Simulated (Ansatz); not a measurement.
Here is an unrelaxed guess for SnTe.

Space group Cmme (No. 67). a = 9.187 Å, b = 9.187 Å, c = 6.496 Å, α = 90.00°, β = 90.00°, γ = 90.00°
| atom | site | symmetry | x | y | z |
| --- | --- | --- | --- | --- | --- |
| Sn | 4e | .2/m. | 0.2500 | 0.7500 | 0.0000 |
| Te | 4g | mm2 | 0.5000 | 0.7500 | 0.7500 |

Computed with DFT PBE, scalar-relativistic, plane waves, PAW in Ansatz. Plane waves to 420 eV, a k mesh through Γ of 4×4×4 on the computed 4-atom cell and Gaussian smearing (0.10 eV); no spin polarisation.

Energies over the elements count from the elements' standard structures at the same level, with no fitted energy shifts. The references include grey tin.

**Question.** Estimate its pressure, forces and energy as it stands.

**Answer.** The pressure is 0.1 GPa (the mean over three directions, positive in compression), the largest force is 0.04 eV/Å, and the energy is +0.64 eV/atom against the elements. The shortest distance is 2.81 Å.

**Question.** How much does it gain on relaxing, and where does it end?

**Answer.** Relaxing gains about 0.76 eV/atom (the start's value is from the coarse mesh, so the gain is rough) in 30 ionic steps and ends at −0.12 eV/atom on the finer mesh. The symmetry goes from Cmme (No. 67) to P4/mmm (No. 123), and the primitive cell from 4 to 2 atoms. The volume per atom shrinks by 53.2 %, from 68.5 to 32.1 Å³. The shortest distance goes from 2.81 Å (Sn–Te) to 3.18 Å (Sn–Te, Sn–Sn and Te–Te). Conventional cell: a = 4.492 Å, c = 3.177 Å. Sn has 4 Te at 3.18 Å and 2 Sn at 3.18 Å; Te has 4 Sn at 3.18 Å and 2 Te at 3.18 Å.

The last run used a 10×10×10 mesh for its 4-atom cell and Gaussian smearing of 0.10 eV. The end has Pmmm (No. 47) at a tolerance of 0.01 Å; the cell shown is made exact in the group found at 0.05 Å. These runs have no spin–orbit coupling, which can matter for Te. The reference form of Te is held partly by dispersion forces, which this level lacks. The relaxation can't lower the symmetry of the start. A later test with randomly moved atoms led to a structure 13 meV/atom lower, so this end is a saddle point or a shallow minimum.
